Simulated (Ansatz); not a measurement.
Reaction (formal exchange of groups at a C–O bond): `CCCCOC(C)(C)C` + `CC1CCCC1` → `CCCCCC1CCCC1` + `CC(C)(C)O`

Computed with Ansatz on PBE0-D4/def2-TZVP structures; ΔE is electronic, products minus reactants. CCSD(T)/CBS adds triple-zeta CCSD(T) − MP2 to the extrapolated MP2 energy (def2 sets, frozen cores). DFT in def2-TZVPP. One conformer a species, not always the lowest.

`CCCCOC(C)(C)C`:

Cartesian coordinates in Å:
```
C 2.755 0.477 2.742
C 1.655 0.648 1.709
C 1.984 -0.019 0.384
C 0.894 0.128 -0.654
O -0.244 -0.559 -0.197
C -1.469 -0.362 -0.900
C -1.311 -0.663 -2.385
C -2.420 -1.360 -0.263
C -1.987 1.057 -0.689
H 2.501 0.966 3.685
H 2.934 -0.581 2.954
H 3.699 0.905 2.391
H 1.472 1.715 1.536
H 0.717 0.233 2.089
H 2.908 0.404 -0.027
H 2.172 -1.087 0.543
H 0.678 1.195 -0.809
H 1.236 -0.281 -1.614
H -0.669 0.068 -2.882
H -2.284 -0.637 -2.879
H -0.880 -1.657 -2.528
H -2.503 -1.168 0.808
H -3.414 -1.289 -0.709
H -2.046 -2.377 -0.400
H -2.057 1.276 0.378
H -1.340 1.803 -1.155
H -2.981 1.166 -1.130
```

`CC1CCCC1`:

```xyz
18

C    -1.257    1.329    1.152
C    -0.707    0.338    0.148
C     0.448    0.864   -0.700
C     1.068   -0.387   -1.328
C     0.719   -1.550   -0.369
C    -0.099   -0.920    0.763
H    -0.471    1.654    1.842
H    -1.656    2.220    0.660
H    -2.062    0.891    1.748
H    -1.516    0.031   -0.530
H     1.170    1.357   -0.038
H     0.134    1.605   -1.439
H     0.635   -0.568   -2.316
H     2.144   -0.279   -1.476
H     0.128   -2.307   -0.891
H     1.610   -2.057    0.007
H    -0.848   -1.598    1.179
H     0.559   -0.622    1.588
```

`CCCCCC1CCCC1`:

```xyz
30

C    -2.073    1.635    3.308
C    -1.552    1.114    1.980
C    -1.431   -0.402    1.951
C    -0.994   -0.974    0.608
C     0.421   -0.592    0.201
C     0.892   -1.244   -1.095
C     0.180   -0.699   -2.336
C     0.882    0.632   -2.634
C     2.304    0.492   -2.047
C     2.350   -0.903   -1.407
H    -3.064    1.228    3.529
H    -2.153    2.724    3.311
H    -1.411    1.348    4.130
H    -0.578    1.569    1.770
H    -2.218    1.435    1.170
H    -0.728   -0.724    2.730
H    -2.401   -0.835    2.223
H    -1.705   -0.652   -0.162
H    -1.064   -2.067    0.645
H     1.107   -0.881    1.007
H     0.504    0.497    0.112
H     0.752   -2.327   -1.005
H    -0.898   -0.590   -2.207
H     0.331   -1.396   -3.166
H     0.895    0.849   -3.704
H     0.352    1.460   -2.158
H     3.077    0.609   -2.809
H     2.488    1.266   -1.299
H     2.745   -1.630   -2.124
H     2.992   -0.943   -0.522
```

`CC(C)(C)O`:

Z-matrix (Å, degrees):
```
C
C 1 1.523
H 1 1.093 2 111.3
H 1 1.092 2 110.2 3 120.5
H 1 1.095 2 110.7 3 -119.7
C 2 1.517 1 110.8 3 -61.9
C 2 1.523 1 110.7 3 61.4
O 2 1.426 1 109.7 3 -177.5
H 6 1.092 2 110.2 1 -178.1
H 6 1.092 2 110.2 1 -58.7
H 6 1.092 2 110.8 1 61.6
H 7 1.093 2 111.3 1 -61.3
H 7 1.092 2 110.2 1 178.2
H 7 1.095 2 110.7 1 58.4
H 8 0.961 2 108.1 1 -60.8
```

Problem. Is it downhill or uphill in electronic energy at CCSD(T)/CBS, and by how much? (An estimate is asked.)

Solution. Computed: Downhill: ΔE = -33.8 kJ/mol.

Problem. What do these levels give: PBE0-D4, ωB97X-V, SCS-MP2/def2-TZVPP, SCS-MP2/def2-QZVPP, HF/CBS(def2), MP2/CBS(def2)? (Best estimate.)

Solution. Computed: PBE0-D4 -29.8, ωB97X-V -26.7, SCS-MP2/def2-TZVPP -31.1, SCS-MP2/def2-QZVPP -33.0, HF/CBS(def2) -20.4, MP2/CBS(def2) -38.3 kJ/mol.

Largest T1 diagnostic among the species: 0.010.

In def2-TZVPP, CCSD(T) changes the Hartree–Fock value by −10.7 kJ/mol (the triples alone add −0.3 kJ/mol) and MP2 by −15.2 kJ/mol.
